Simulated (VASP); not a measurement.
# Sr (P6_3/mmc) in VASP: further runs, part 2 of 2

VASP 6.6.1. The steps go on from the part before.

## 5. Single point, PBE

File INCAR:

```
SYSTEM = Sr
  ADDGRID = .False.
  ALGO = Normal
  EDIFF = 1E-6
  ENCUT = 400
  GGA = PE
  ISIF = 2
  ISMEAR = 0
  LASPH = .True.
  LCHARG = .False.
  LREAL = .False.
  LWAVE = .False.
  NBANDS = 17
  NELM = 100
  PREC = Accurate
  SIGMA = 0.15
```

File KPOINTS:

```
k-points
0
Gamma
  2 2 1
  0 0 0
```

File POSCAR:

```
Sr
1.0
    4.3100000000      0.0000000000      0.0000000000
   -2.1550000000      3.7325694903      0.0000000000
    0.0000000000      0.0000000000      7.0500000000
Sr
2
Direct
    0.6666666667      0.3333333333      0.7500000000
    0.3333333333      0.6666666667      0.2500000000
```

Potentials or basis: VASP PAW PBE potentials, release 64 (Sr_sv).

Started as:

```console
> cat potpaw_PBE.64/Sr_sv/POTCAR > POTCAR
> mpirun -np 1 vasp_std > vasp.out
```

OUTCAR:

```text
SYSTEM = Sr
   EDIFF = 1E-6
   ENCUT = 400
   GGA = PE
   ISIF = 2
   ISMEAR = 0
   LASPH = .True.
   LREAL = .False.
   NELM = 100
   PREC = Accurate

 Found      2 irreducible k-points:

 Following reciprocal coordinates:
            Coordinates               Weight
  0.000000  0.000000  0.000000      1.000000
  0.500000  0.000000  0.000000      3.000000
   k-points           NKPTS =      2   k-points in BZ     NKDIM =      2   number of bands    NBANDS=     17
   number of dos      NEDOS =    301   number of ions     NIONS =      2
   total plane-waves  NPLWV =  37632
   dimension x,y,z NGX =    28 NGY =   28 NGZ =   48
   dimension x,y,z NGXF=    56 NGYF=   56 NGZF=   96
   ions per type =               2
   NGX,Y,Z   is equivalent  to a cutoff of  10.80, 10.80, 11.32 a.u.
   NGXF,Y,Z  is equivalent  to a cutoff of  21.60, 21.60, 22.64 a.u.
 SYSTEM =  Sr
   PREC   = accura    normal or accurate (medium, high low for compatibility)
   ISTART =      0    job   : 0-new  1-cont  2-samecut
   ICHARG =      2    charge: 1-file 2-atom 10-const
   ISPIN  =      1    spin polarized calculation?
   LNONCOLLINEAR =      F non collinear calculations
   LSORBIT =      F    spin-orbit coupling
   LASPH  =      T    aspherical Exc in radial PAW
   ENCUT  =  400.0 eV  29.40 Ry    5.42 a.u.   7.03  7.03 11.50*2*pi/ulx,y,z
   NELM   =    100;   NELMIN=  2; NELMDL= -5     # of ELM steps
   EDIFF  = 0.1E-05   stopping-criterion for ELM
   LREAL  =      F    real-space projection
   EDIFFG = 0.1E-04   stopping-criterion for IOM
   NSW    =      0    number of steps for IOM
   IBRION =     -1    ionic relax: 0-MD 1-quasi-New 2-CG
   NFREE  =      0    steps in history (QN), initial steepest desc. (CG)
   ISIF   =      2    stress and relaxation
   ISYM   =      2    0-nonsym 1-usesym 2-fastsym
   POTIM  = 0.5000    time-step for ionic-motion
   TEBEG  =    0.0;   TEEND  =   0.0 temperature during run
   PSTRESS=    0.0 pullay stress
   NELECT =      20.0000    total number of electrons
   NUPDOWN=      -1.0000    fix difference up-down
   EMIN   =  10.00;   EMAX   =-10.00  energy-range for DOS
   EFERMI =   0.00;   METHOD = LEGACY
   ISMEAR =     0;   SIGMA  =   0.15  broadening in eV -4-tet -1-fermi 0-gaus
   EFERMI_NEDOS =   21; number of points for ismear=-14 and -15
   IALGO  =     38    algorithm
   IMIX   =      4    mixing-type and parameters
     AMIX     =   0.40;   BMIX     =  1.00
     AMIX_MAG =   1.60;   BMIX_MAG =  1.00
  volume/ion in A,a.u.               =      56.71       382.68
  Fermi-wavevector in a.u.,A,eV,Ry     =   0.918037  1.734838 11.466874  0.842791
  Thomas-Fermi vector in A             =   2.043073
   LORBIT       =      0    0 simple, 1 ext, 2 COOP (PROOUT), +10 PAW based schemes
   GGA     = PE    functional components
   LHFCALC =     F    Hartree Fock is set to
   AEXX    =    0.0000 exact exchange contribution
   IVDW    =     0    specifies the selected vdW correction
   LEPSILON=     F    determine dielectric tensor
   LRPA    =     F    only Hartree local field effects (RPA)
 non-spin polarized calculation
 Gauss-broadening in eV      SIGMA  =   0.15
  energy-cutoff  :      400.00
  volume of cell :      113.42
 maximum number of plane-waves:      2064
   NGX = 15   NGY = 15   NGZ = 23

 number of electron      20.0000001 magnetization

 Free energy of the ion-electron system (eV)
  ---------------------------------------------------
  ext. energy  EPLUGINS =         0.00000000
  ---------------------------------------------------
  free energy    TOTEN  =        -3.15498439 eV

  energy without entropy =       -3.15092172  energy(sigma->0) =       -3.15295305

 E-fermi :   1.2395     XC(G=0):  -7.2537

 val. band max:        0.9621106502   @ k =   0.5000   0.0000   0.0000
 cond. band min:       1.4833732684   @ k =   0.0000   0.0000   0.0000
 fundamental gap:      0.5212626182
 Fermi energy:         1.2394503482

 k-point     1 :       0.0000    0.0000    0.0000
  band No.  band energies     occupation
      1     -35.2035      2.00000
      2     -35.1916      2.00000
      3     -17.3451      2.00000
      4     -17.1715      2.00000
      5     -17.0766      2.00000
      6     -17.0766      2.00000
[... 9 lines left out ...]
     16       4.1960      0.00000
     17       4.6248      0.00000

 k-point     2 :       0.5000    0.0000    0.0000
  band No.  band energies     occupation
      1     -35.1916      2.00000
      2     -35.1876      2.00000
      3     -17.2687      2.00000
      4     -17.2125      2.00000
      5     -17.2113      2.00000
      6     -17.1844      2.00000
[... 9 lines left out ...]
     16       5.6471      0.00000
     17       6.2758      0.00000

------------------------ aborting loop because EDIFF is reached ----------------------------------------

  FORCE on cell =-STRESS in cart. coord.  units (eV):
  Direction    XX          YY          ZZ          XY          YZ          ZX
  --------------------------------------------------------------------------------------
  -------------------------------------------------------------------------------------
  Total        1.0278967      1.0278967     -2.5460567      0.0000000      0.0000000      0.0000000
  in kB       14.5206408     14.5206408    -35.9670117      0.0000000      0.0000000      0.0000000
  external PRESSURE =      -2.3085767 kB  Pullay stress =       0.0000000 kB

 VOLUME and BASIS-vectors are now :
 -----------------------------------------------------------------------------
  energy-cutoff  :      400.00
  volume of cell :      113.42
      direct lattice vectors                 reciprocal lattice vectors
     4.310000000  0.000000000  0.000000000     0.232018561  0.133955979  0.000000000
    -2.155000000  3.732569490  0.000000000     0.000000000  0.267911958  0.000000000
     0.000000000  0.000000000  7.050000000     0.000000000  0.000000000  0.141843972

 POSITION                                       TOTAL-FORCE (eV/Angst)
 -----------------------------------------------------------------------------------
      2.15500      1.24419      5.28750         0.000000      0.000000      0.000000
     -0.00000      2.48838      1.76250        -0.000000      0.000000      0.000000
 -----------------------------------------------------------------------------------
    total drift:                                0.000000     -0.000000      0.000000

  FREE ENERGIE OF THE ION-ELECTRON SYSTEM (eV)
  ---------------------------------------------------
  free  energy   TOTEN  =        -3.1549843887 eV

  energy  without entropy=       -3.1509217158  energy(sigma->0) =       -3.15295305
```

OSZICAR:

```text
N       E                     dE             d eps       ncg     rms          rms(c)
DAV:   1     0.102143244542E+03    0.10214E+03   -0.84332E+03    68   0.825E+02
DAV:   2     0.508796438097E+01   -0.97055E+02   -0.96032E+02    78   0.214E+02
DAV:   3    -0.300836304349E+01   -0.80963E+01   -0.80507E+01   119   0.426E+01
DAV:   4    -0.316530886778E+01   -0.15695E+00   -0.15689E+00   104   0.546E+00
DAV:   5    -0.316670225464E+01   -0.13934E-02   -0.13934E-02   103   0.522E-01    0.166E+01
DAV:   6    -0.315836029425E+01    0.83420E-02   -0.20350E-02   104   0.116E+00    0.964E+00
DAV:   7    -0.315465933268E+01    0.37010E-02   -0.41386E-02    86   0.158E+00    0.406E-01
DAV:   8    -0.315487972611E+01   -0.22039E-03   -0.31480E-03   126   0.270E-01    0.130E-01
DAV:   9    -0.315494659807E+01   -0.66872E-04   -0.57779E-05    96   0.482E-02    0.592E-02
DAV:  10    -0.315498453056E+01   -0.37932E-04   -0.23756E-05   102   0.317E-02    0.438E-02
DAV:  11    -0.315498438868E+01    0.14188E-06   -0.66430E-07    70   0.540E-03
   1 F= -.31549844E+01 E0= -.31529531E+01  d E =-.406267E-02
```

Wall time 2.8 s (1 thread of Intel Xeon 6975P-C (Granite Rapids), shared host); peak memory 0.17 GiB.

These settings aren't checked as converged: the numbers below hold their error.

What came out:

```yaml
Free_energy: -3.1550 eV
Pressure: -0.2 GPa
```

Caveat: the k mesh is coarse (spacing up to 0.89 Å⁻¹), so the values aren't converged; the mesh shows a gap though the element is a metal.

## 6. Single point, PBE

INCAR is that of step 5.

KPOINTS is that of step 5.

File POSCAR:

```
Sr
1.0
    4.3100000000      0.0000000000      0.0000000000
   -2.1550000000      3.7325694903      0.0000000000
    0.0000000000      0.0000000000      7.0500000000
Sr
2
Direct
    0.6432960000      0.3178180000      0.7464440000
    0.3199860000      0.6535770000      0.2508690000
```

Potentials or basis: VASP PAW PBE potentials, release 64 (Sr_sv).

Started as:

```console
> cat potpaw_PBE.64/Sr_sv/POTCAR > POTCAR
> mpirun -np 1 vasp_std > vasp.out
```

OUTCAR:

```text
SYSTEM = Sr
   EDIFF = 1E-6
   ENCUT = 400
   GGA = PE
   ISIF = 2
   ISMEAR = 0
   LASPH = .True.
   LREAL = .False.
   NELM = 100
   PREC = Accurate

 Found      4 irreducible k-points:

 Following reciprocal coordinates:
            Coordinates               Weight
  0.000000  0.000000  0.000000      1.000000
  0.500000  0.000000  0.000000      1.000000
  0.000000  0.500000  0.000000      1.000000
  0.500000  0.500000  0.000000      1.000000
   k-points           NKPTS =      4   k-points in BZ     NKDIM =      4   number of bands    NBANDS=     17
   number of dos      NEDOS =    301   number of ions     NIONS =      2
   total plane-waves  NPLWV =  37632
   dimension x,y,z NGX =    28 NGY =   28 NGZ =   48
   dimension x,y,z NGXF=    56 NGYF=   56 NGZF=   96
   ions per type =               2
   NGX,Y,Z   is equivalent  to a cutoff of  10.80, 10.80, 11.32 a.u.
   NGXF,Y,Z  is equivalent  to a cutoff of  21.60, 21.60, 22.64 a.u.
 SYSTEM =  Sr
   PREC   = accura    normal or accurate (medium, high low for compatibility)
   ISTART =      0    job   : 0-new  1-cont  2-samecut
   ICHARG =      2    charge: 1-file 2-atom 10-const
   ISPIN  =      1    spin polarized calculation?
   LNONCOLLINEAR =      F non collinear calculations
   LSORBIT =      F    spin-orbit coupling
   LASPH  =      T    aspherical Exc in radial PAW
[... 52 lines left out ...]

 val. band max:        0.9754940529   @ k =   0.5000   0.0000   0.0000
 cond. band min:       1.4834499994   @ k =   0.0000   0.0000   0.0000
 fundamental gap:      0.5079559465
 Fermi energy:         1.2397791484

 k-point     1 :       0.0000    0.0000    0.0000
  band No.  band energies     occupation
      1     -35.2036      2.00000
      2     -35.1916      2.00000
      3     -17.3453      2.00000
      4     -17.1714      2.00000
      5     -17.0781      2.00000
      6     -17.0754      2.00000
[... 57 lines left out ...]
      4     -17.2170      2.00000
      5     -17.2099      2.00000
      6     -17.1850      2.00000
[... 9 lines left out ...]
     16       5.6791      0.00000
     17       6.2602      0.00000

------------------------ aborting loop because EDIFF is reached ----------------------------------------

  FORCE on cell =-STRESS in cart. coord.  units (eV):
  Direction    XX          YY          ZZ          XY          YZ          ZX
  --------------------------------------------------------------------------------------
  -------------------------------------------------------------------------------------
  Total        1.0191795      1.0390096     -2.5385220     -0.0401347      0.0004643      0.0021132
  in kB       14.3974962     14.6776272    -35.8605734     -0.5669644      0.0065592      0.0298522
  external PRESSURE =      -2.2618167 kB  Pullay stress =       0.0000000 kB

 VOLUME and BASIS-vectors are now :
 -----------------------------------------------------------------------------
  energy-cutoff  :      400.00
  volume of cell :      113.42
      direct lattice vectors                 reciprocal lattice vectors
     4.310000000  0.000000000  0.000000000     0.232018561  0.133955979  0.000000000
    -2.155000000  3.732569490  0.000000000     0.000000000  0.267911958  0.000000000
     0.000000000  0.000000000  7.050000000     0.000000000  0.000000000  0.141843972

 POSITION                                       TOTAL-FORCE (eV/Angst)
 -----------------------------------------------------------------------------------
      2.08771      1.18628      5.26243         0.014720      0.003085      0.023010
     -0.02932      2.43952      1.76863        -0.014720     -0.003085     -0.023010
 -----------------------------------------------------------------------------------
    total drift:                                0.000002     -0.000003     -0.000001

  FREE ENERGIE OF THE ION-ELECTRON SYSTEM (eV)
  ---------------------------------------------------
  free  energy   TOTEN  =        -3.1543301871 eV

  energy  without entropy=       -3.1501830868  energy(sigma->0) =       -3.15225664
```

OSZICAR:

```text
N       E                     dE             d eps       ncg     rms          rms(c)
DAV:   1     0.880068844000E+02    0.88007E+02   -0.85698E+03   144   0.816E+02
DAV:   2     0.416106623926E+01   -0.83846E+02   -0.83078E+02   164   0.200E+02
DAV:   3    -0.305814071528E+01   -0.72192E+01   -0.71783E+01   247   0.384E+01
DAV:   4    -0.316661139749E+01   -0.10847E+00   -0.10844E+00   200   0.474E+00
DAV:   5    -0.316781598943E+01   -0.12046E-02   -0.12045E-02   207   0.482E-01    0.166E+01
DAV:   6    -0.315796228454E+01    0.98537E-02   -0.49033E-02   192   0.120E+00    0.964E+00
DAV:   7    -0.315570772219E+01    0.22546E-02   -0.68753E-02   183   0.160E+00    0.626E-01
DAV:   8    -0.315416211304E+01    0.15456E-02   -0.18860E-02   208   0.316E-01    0.242E-01
DAV:   9    -0.315427410256E+01   -0.11199E-03   -0.72238E-04   198   0.137E-01    0.564E-02
DAV:  10    -0.315432154076E+01   -0.47438E-04   -0.84728E-05   216   0.416E-02    0.282E-02
DAV:  11    -0.315433043170E+01   -0.88909E-05   -0.72777E-06   191   0.175E-02    0.442E-03
DAV:  12    -0.315433018705E+01    0.24464E-06   -0.77739E-07   152   0.295E-03
   1 F= -.31543302E+01 E0= -.31522566E+01  d E =-.414710E-02
```

stdout:

```text
POSCAR found type information on POSCAR Sr
 POSCAR found :  1 types and       2 ions
 scaLAPACK will be used
 LDA part: xc-table for (Slater+PW92), standard interpolation
 POSCAR, INCAR and KPOINTS ok, starting setup
 FFT: planning ... GRIDC
 FFT: planning ... GRID_SOFT
 FFT: planning ... GRID
 WAVECAR not read
 entering main loop
```

Wall time 3.8 s (1 thread of Intel Xeon 6975P-C (Granite Rapids), shared host); peak memory 0.17 GiB.

These settings aren't checked as converged: the numbers below hold their error.

What came out:

```
Free energy   : -3.1543 eV
Pressure      : -0.2 GPa
Largest force : 0.027 eV/Å
```

Caveat: the k mesh is coarse (spacing up to 0.89 Å⁻¹), so the values aren't converged; the mesh shows a gap though the element is a metal.

## 7. For comparison

An earlier run on the cell as given: functional PBE; potentials or basis VASP PAW PBE potentials, release 64 (Sr_sv); cutoff 520 eV; k mesh 7 × 7 × 4; occupations fermi-dirac, width 0.05 eV; no spin polarisation.

- Pressure: -0.3 GPa
- Band gap on the k mesh: none (metal or under the smearing width)
